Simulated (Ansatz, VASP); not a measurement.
One calculation of LiCl, two programs

```
CELL_PARAMETERS angstrom
0.00000 2.57445 2.57445
2.57445 0.00000 2.57445
2.57445 2.57445 0.00000
ATOMIC_POSITIONS crystal
Li 0.50000 0.50000 0.50000
Cl 0.00000 0.00000 0.00000
```

Alike in both runs: functional PBE; k mesh 8 × 8 × 8; occupations gaussian, width 0.02 eV; no spin polarisation.

Ansatz relaxed the structure, and its values are those at the end. VASP's run is a single point on that final structure, the one shown.

|  | VASP | Ansatz |
| --- | --- | --- |
| version | VASP 6.6.1 | Ansatz 0.2.0 |
| potentials or method | VASP PAW PBE potentials, release 64 (Li_sv, Cl) | scalar-relativistic, plane waves, PAW |
| plane-wave cutoff (eV) | 520 | 420 |
| valence electrons in the cell | 10 | 10 |

|  | VASP | Ansatz | Ansatz less VASP |
| --- | --- | --- | --- |
| gap on the k mesh at the Fermi level (eV) | 6.28 | 6.26 | -0.012 |
| least direct gap on the mesh (eV) | 6.28 | 6.26 | -0.012 |

The functional is the same, so the differences come from potentials, cutoffs and numerics.

 A k mesh can miss the band edges. PBE gaps usually lie below the measured ones, often by a third to a half.
